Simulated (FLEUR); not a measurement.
Here is a FLEUR MaX-R8.1 (later development tree) calculation.

Contents of inp.xml:

```xml
<?xml version="1.0" encoding="UTF-8" standalone="no"?>
<fleurInput fleurInputVersion="0.39">
   <comment>
      Bi                                                                                                  
   </comment>
   <calculationSetup>
      <cutoffs Kmax="4.1" Gmax="12.7" GmaxXC="12.7" numbands="0"/>
      <scfLoop itmax="80" minDistance="0.0001" maxIterBroyd="30" imix="Anderson" alpha="0.05" precondParam="0.0" spinf="2.0" sdNocoIR="T"/>
      <coreElectrons ctail="F" frcor="F" kcrel="0" coretail_lmax="0"/>
      <xcFunctional name="LibXC" relativisticCorrections="F">
         <LibXCName exchange="mgga_x_r2scan" correlation="mgga_c_r2scan"/>
         <AuxGGA exchange="117" correlation="130"/>
      </xcFunctional>
      <magnetism jspins="1"/>
      <soc l_soc="F" theta="0.0" phi="0.0" spav="F"/>
      <expertModes spex="0" secvar="F"/>
      <geometryOptimization l_f="F" forcealpha="1.0" forcemix="BFGS" epsdisp="0.00001" epsforce="0.00001"/>
      <ldaU l_linMix="F" mixParam="0.05" spinf="1.0"/>
   </calculationSetup>
   <cell>
      <bzIntegration valenceElectrons="42.0" mode="hist" fermiSmearingEnergy="0.00183747">
         <kPointListSelection listName="default-1"/>
         <!-- k-points included here -->
         <xi:include xmlns:xi="http://www.w3.org/2001/XInclude" href="kpts.xml"> </xi:include>
      </bzIntegration>
      <!-- symmetry operations included here -->
      <xi:include xmlns:xi="http://www.w3.org/2001/XInclude" href="sym.xml"> </xi:include>
      <bulkLattice scale="1.0">
         <bravaisMatrix>
            <row-1>    6.1199300303003206    -5.4953761292895029     0.0000000000000000</row-1>
            <row-2>    6.1199300303003206     5.4953761292895029     0.0000000000000000</row-2>
            <row-3>   -2.2107878354922064     0.0000000000000000     5.4619959495768953</row-3>
         </bravaisMatrix>
      </bulkLattice>
   </cell>
   <atomSpecies>
      <species name="Bismuth (Bi)" element="Bi" atomicNumber="83">
         <mtSphere radius="2.58" gridPoints="863" logIncrement="0.016"/>
         <atomicCutoffs lmax="10" lnonsphr="10"/>
         <electronConfig flipSpins="F">
            <coreConfig>(1s1/2) (2s1/2) (2p1/2) (2p3/2) (3s1/2) (3p1/2) (3p3/2) (4s1/2) (3d3/2) (3d5/2) (4p1/2) (4p3/2) (5s1/2) (4d3/2) (4d5/2) (4f5/2) (4f7/2)</coreConfig>
            <valenceConfig>(5p1/2) (5p3/2) (6s1/2) (5d3/2) (5d5/2) (6p1/2) (6p3/2)</valenceConfig>
            <stateOccupation state="(6p1/2)" spinUp="0.500000" spinDown="0.500000"/>
            <stateOccupation state="(6p3/2)" spinUp="1.000000" spinDown="1.000000"/>
         </electronConfig>
         <energyParameters s="6" p="6" d="5" f="5"/>
         <lo type="SCLO" l="1" n="5" eDeriv="0"/>
         <lo type="SCLO" l="1" n="5" eDeriv="1"/>
         <lo type="SCLO" l="0" n="6" eDeriv="2"/>
         <lo type="SCLO" l="2" n="5" eDeriv="2"/>
         <lo type="SCLO" l="3" n="5" eDeriv="2"/>
      </species>
   </atomSpecies>
   <atomGroups>
      <atomGroup species="Bismuth (Bi)">
         <relPos label="                   1">-.2469390000 -.2469390000 -.1426180000</relPos>
         <relPos label="                   2">.2469390000 .2469390000 .1426180000</relPos>
         <force calculate="T" relaxXYZ="TTT"/>
      </atomGroup>
   </atomGroups>
   <output dos="F" band="F" slice="F">
      <checks vchk="F" cdinf="F"/>
      <bandDOS minEnergy="-.5*Htr" maxEnergy="0.5*Htr" sigma="0.015" storeEVData="T"/>
      <vacuumDOS vacdos="F" integ="F" star="F" nstars="0" locx1="0.0" locy1="0.0" locx2="0.0" locy2="0.0" nstm="0" tworkf="0.0"/>
      <unfoldingBand unfoldBand="F" supercellX="1" supercellY="1" supercellZ="1"/>
      <plotting iplot="0" polar="F">
         <plot TwoD="T" vec1="  1.0  0.0  0.0" vec2="  0.0  1.0  0.0" vec3="  0.0  0.0  1.0" zero="  0.0  0.0  0.0" file="plot"/>
      </plotting>
      <chargeDensitySlicing numkpt="0" minEigenval="0.0" maxEigenval="0.0" nnne="0" pallst="F"/>
      <specialOutput eonly="F"/>
      <moessbauerParams electricFieldGradient="T" isomerShift="T" coreHyperfine="T" valenceHyperfine="T"/>
      <magneticCircularDichroism mcd="F" energyLo="-10.0" energyUp="0.0"/>
   </output>
  <!-- We include the file relax.xml here to enable relaxations (see documentation) -->
  <xi:include xmlns:xi="http://www.w3.org/2001/XInclude" href="relax.xml"> <xi:fallback/> </xi:include>
</fleurInput>
```

Contents of crystal.txt:

```
Bi
&input cartesian=F /
3.2385275044  -2.9080278130  0.0000000000
3.2385275044  2.9080278130  0.0000000000
-1.1698985407  0.0000000000  2.8903637826
1.8897261246
1.0 1.0 1.0

2
83 0.7530610000  0.7530610000  0.8573820000
83 0.2469390000  0.2469390000  0.1426180000

&kpt div1=6 div2=6 div3=9 gamma=T /
```

Potentials or basis: all-electron, FLAPW.

Run with:

```console
$ inpgen -f crystal.txt -profile fastHighL
$ # inp.xml edited to the form shown
$ fleur_MPI
```

Q: What does it give for the band gap on the k mesh?

A: None (metal or under the smearing width).

Core levels (eV from the Fermi level):
```tsv
atom	levels
1 Bi	1s1/2 -90523.2, 2s1/2 -16246.9, 2p1/2 -15606.0, 2p3/2 -13285.9, 3s1/2 -3918.6, 3p1/2 -3629.8, 3p3/2 -3110.3, 4s1/2 -896.7, 3d3/2 -2638.8, 3d5/2 -2528.7, 4p1/2 -771.3, 4p3/2 -643.2, 5s1/2 -153.5, 4d3/2 -439.6, 4d5/2 -415.7, 4f5/2 -151.5, 4f7/2 -146.1
2 Bi	1s1/2 -90523.2, 2s1/2 -16246.9, 2p1/2 -15606.0, 2p3/2 -13285.9, 3s1/2 -3918.6, 3p1/2 -3629.8, 3p3/2 -3110.3, 4s1/2 -896.7, 3d3/2 -2638.8, 3d5/2 -2528.7, 4p1/2 -771.3, 4p3/2 -643.2, 5s1/2 -153.5, 4d3/2 -439.6, 4d5/2 -415.7, 4f5/2 -151.5, 4f7/2 -146.1
```

Caveat: the meta-GGA is that of a development version, with a GGA for the radial functions and cores and without core tails; spin-orbit coupling is left out, which moves the levels of the heavy elements.
